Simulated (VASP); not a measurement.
# PbO: convergence, energy difference of two geometries

PbO, P4/nmm (no. 129), 4 atoms in the cell. AM05, energy difference of two geometries; PAW potentials Pb_d, O (PBE set). VASP 6.6.1.

Wanted: energy difference within 0.5 meV/atom.

What the run is for: energy difference; Accuracy asked: standard; Second geometry: volume scaled by 0.94.

The series start from Plane-wave cutoff (eV): 520; k-point mesh: 6 × 6 × 5; Precision mode (PREC): Accurate; Electronic threshold (eV): 1e-6; Aspherical gradient terms in the spheres (LASPH): yes; Electronic algorithm: ALGO=Normal. Each series keeps the choices made before it, and each single choice may use up half of a tolerance. Times cover all steps of a run.

## Plane-wave cutoff (eV)

| Plane-wave cutoff (eV) | Energy difference (meV/atom) | Time (s) |
|---|---|---|
| 320 | 17.69 | 20 |
| 400 | 20.03 | 29 |
| 460 | 20.14 | 29 |
| 520 | 20.31 | 42 |
| 600 | 20.21 | 37 |
| 700 | 20.03 | 51 |
| 840 (reference) | 19.98 | 67 |

Chosen: 600, the loosest value from which every tighter one stays within half of the tolerance.

## k-point mesh

| k-point mesh | Energy difference (meV/atom) | Time (s) |
|---|---|---|
| 2 × 2 × 2 | 17.34 | 16 |
| 3 × 3 × 2 | 19.90 | 19 |
| 3 × 3 × 3 | 19.55 | 19 |
| 4 × 4 × 3 | 20.36 | 23 |
| 5 × 5 × 4 | 20.23 | 27 |
| 6 × 6 × 5 | 20.21 | 37 |
| 7 × 7 × 6 | 20.20 | 43 |
| 9 × 9 × 7 | 20.21 | 72 |
| 11 × 11 × 9 (reference) | 20.21 | 91 |

Chosen: 4 × 4 × 3.

## Precision mode (PREC)

| Precision mode (PREC) | Energy difference (meV/atom) | Time (s) |
|---|---|---|
| SingleN | 20.28 | 12 |
| Normal | 20.36 | 15 |
| Single | 20.38 | 20 |
| Accurate (reference) | 20.36 | 23 |

Chosen: SingleN.

## Electronic threshold (eV)

| Electronic threshold (eV) | Energy difference (meV/atom) | Time (s) |
|---|---|---|
| 0.001 | 20.30 | 10 |
| 0.0001 | 20.27 | 10 |
| 1e-5 | 20.28 | 13 |
| 1e-6 | 20.28 | 12 |
| 1e-7 | 20.28 | 19 |
| 1e-8 (reference) | 20.28 | 19 |

Chosen: 0.001.

## Aspherical gradient terms in the spheres (LASPH)

| Aspherical gradient terms in the spheres (LASPH) | Energy difference (meV/atom) | Time (s) |
|---|---|---|
| no | 20.34 | 8.7 |
| yes (reference) | 20.30 | 10 |

Chosen: no.

## Electronic algorithm

| Electronic algorithm | Energy difference (meV/atom) | Time (s) |
|---|---|---|
| ALGO=Normal | 20.34 | 8.7 |
| ALGO=Fast | 20.25 | 8.6 |
| ALGO=VeryFast | 20.30 | 9.4 |
| ALGO=All ISEARCH=1 | 20.31 | 8.5 |
| ALGO=All ISEARCH=0 | 20.31 | 9.5 |
| ALGO=Damped TIME=0.4 | 20.31 | 9.2 |
| ALGO=Damped TIME=0.1 | 20.53 | 11 |

Chosen: ALGO=Normal; no other choice that stays within half of the tolerance saves 30 % of the time.

## All choices together

| Input | Energy difference (meV/atom) | Time (s) |
|---|---|---|
| the program's defaults (naive) | 20.16 | 8.6 |
| chosen settings | 20.34 | 8.7 |
| reference settings throughout | 19.98 | 233 |

The tolerance is met.

## The input

INCAR:
```
SYSTEM = PbO
GGA = AM ; ISMEAR = 0
SIGMA = 0.03 ; LWAVE = .FALSE.
LCHARG = .FALSE. ; ISIF = 2
PREC = SingleN ; LASPH = .FALSE.
LREAL = .FALSE. ; ALGO = Normal
EDIFF = 0.001 ; NELM = 120
GGA_COMPAT = .FALSE. ; ENCUT = 600
EFERMI = MIDGAP ; KPAR = 2
```

KPOINTS:
```
Automatic mesh
0
Gamma
  4 4 3
  0 0 0
```

POSCAR.step1:
```
PbO
1.0
    3.9900000000      0.0000000000      0.0000000000
    0.0000000000      3.9900000000      0.0000000000
    0.0000000000      0.0000000000      5.0100000000
Pb O
2 2
Direct
    0.5000000000      0.0000000000      0.7600000000
    0.0000000000      0.5000000000      0.2400000000
    0.5000000000      0.5000000000      0.0000000000
    0.0000000000      0.0000000000      0.0000000000
```

POSCAR.step2:
```
PbO
1.0
    3.9085485738      0.0000000000      0.0000000000
    0.0000000000      3.9085485738      0.0000000000
    0.0000000000      0.0000000000      4.9077264047
Pb O
2 2
Direct
    0.5000000000      0.0000000000      0.7600000000
    0.0000000000      0.5000000000      0.2400000000
    0.5000000000      0.5000000000      0.0000000000
    0.0000000000      0.0000000000      0.0000000000
```

Commands (each step's output is kept before the next begins):
```
cat potpaw_PBE.64/Pb_d/POTCAR potpaw_PBE.64/O/POTCAR > POTCAR
cp POSCAR.step1 POSCAR
mpirun -np 2 vasp_std > vasp.out
cp POSCAR.step2 POSCAR
mpirun -np 2 vasp_std > vasp.out
```

The naive input happens to agree within the tolerance here, in 8.6 s.

The chosen input took VASP 6.6.1 8.7 s on 2 cores (Intel Xeon Platinum 8559C (Emerald Rapids)), a shared host.

## An input that fails: too few electronic steps

The electronic loop stops at its limit of 4 steps.

Changes against the starting input:
```
- NELM = 120
+ NELM = 4
```
